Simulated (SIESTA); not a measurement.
Crystal: InP.

```
CELL_PARAMETERS angstrom
0.00000 2.93050 2.93050
2.93050 0.00000 2.93050
2.93050 2.93050 0.00000
ATOMIC_POSITIONS crystal
In 0.00000 0.00000 0.00000
P 0.75000 0.75000 0.75000
```

Base run:

```yaml
Program: SIESTA 5.4.2
Functional: PBEsol
Potentials_or_basis: PseudoDojo 0.4 standard (PBEsol files)
Basis: DZP (energy shift 0.003 Ry; two zetas on semicore shells)
Grid_cutoff: 500 Ry
Energy_shift: 0.003 Ry
k_mesh: 8 × 8 × 8
Occupations: fermi-dirac, width 0.05 eV
Spin: no spin polarisation
```

Its results: band gap on the k mesh 0.77 eV, direct; pressure 1.0 GPa.

Task: After a change of settings the same cell gave: band gap on the k mesh 0.83 eV, direct; pressure 1.1 GPa. Which change was it?
A. functional from PBEsol to BLYP; potentials or basis from PseudoDojo 0.4 standard (PBEsol files) to PseudoDojo 0.4 standard (PBE files)
B. functional from PBEsol to LDA; potentials or basis from PseudoDojo 0.4 standard (PBEsol files) to PseudoDojo 0.4 standard (LDA files)
C. functional from PBEsol to AM05

Result: C.

Caveats: spin-orbit coupling is left out, which moves the levels of the heavy elements; the basis of atomic orbitals isn't converged, which shifts pressures, moduli and gaps; the potentials were made for another functional, which shifts forces and pressure (some runs).
